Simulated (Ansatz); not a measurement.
**What strain does to TlBr (CsCl type)**

TlBr (CsCl type), relaxed with r2SCAN in the plane-wave code Ansatz. The symmetry is Pm-3m (No. 221, cubic); conventional cell a = 3.995 Å, 31.88 Å³ an atom. Around Tl lie 8 Br at 3.46 Å; around Br lie 8 Tl at 3.46 Å.

The axes x, y and z are those of this cell:
```yaml
crystal:
  lattice:
    - [3.99491, 0.00000, 0.00000]
    - [0.00000, 3.99491, 0.00000]
    - [0.00000, 0.00000, 3.99491]
  atoms:
    - { symbol: Tl, position: [0.00000, 0.00000, 0.00000] }
    - { symbol: Br, position: [0.50000, 0.50000, 0.50000] }
```

Unstrained: The PBE gap is direct at X: 1.885 eV. r2SCAN gives a direct gap of 2.325 eV at X. HSE06 gives a direct gap of 2.581 eV at X. Meshes: PBE 6×6×6, r2SCAN 6×6×6, HSE06 4×4×4. Strains are changes of length per length. After each strain the atoms were relaxed again with r2SCAN within the symmetry that the strain leaves, so tilts or polar shifts that break it weren't tested; points keep the names that they have in the unstrained zone. Calculated for a static, non-magnetic cell.

Changes of the least gap in eV (an overlap counts as a negative gap):
```json
{"strain": "epitaxial -0.35 % in the xy plane, free normal strain +0.35 %", "volume change (%)": "-0.3", "space group": "P4/mmm", "PBE": "-0.037", "r2SCAN": "-0.037", "HSE06": "-0.041", "energy rise, r2SCAN (meV/atom)": "0.1"}
{"strain": "uniaxial +0.91 % along x", "volume change (%)": "+0.9", "space group": "P4/mmm", "PBE": "-0.011", "r2SCAN": "-0.013", "HSE06": "-0.009", "energy rise, r2SCAN (meV/atom)": "0.3"}
{"strain": "isotropic -5.1 % on every length", "volume change (%)": "-14.5", "space group": "Pm-3m", "PBE": "-0.475", "r2SCAN": "-0.548", "HSE06": "-0.593", "energy rise, r2SCAN (meV/atom)": "72.6"}
```

Epitaxial -0.35 % in the xy plane, free normal strain +0.35 %. HSE06: the gap goes from 2.581 to 2.540 eV (-0.041 eV); it turns from direct (X) to indirect (X → X [(0, 1/2, 0)]); least and direct gap lie within 0.04 eV, so its kind isn't settled. Stress change with r2SCAN, compression positive: xx +0.15, yy +0.15, zz -0.04 GPa.

Uniaxial +0.91 % along x, other directions held. HSE06: the gap goes from 2.581 to 2.572 eV (-0.009 eV); it turns from direct (X) to indirect (X → X [(0, 1/2, 0)]); least and direct gap lie within 0.04 eV, so its kind isn't settled. Stress change with r2SCAN, compression positive: xx -0.38, yy -0.14, zz -0.14 GPa.

Isotropic -5.1 % on every length. HSE06: the gap goes from 2.581 to 1.988 eV (-0.593 eV); it turns from direct (X) to indirect (X → R); least and direct gap lie within 0.04 eV, so its kind isn't settled. Stress change with r2SCAN, compression positive: xx +5.79, yy +5.79, zz +5.79 GPa.

Spin-orbit coupling is left out; in compounds of Pb, Bi, Tl or Hg it can lower a gap by up to about 1 eV, split its edges or invert the bands.

The meshes of the hybrids are coarse, so their gaps aren't converged to the digits shown.
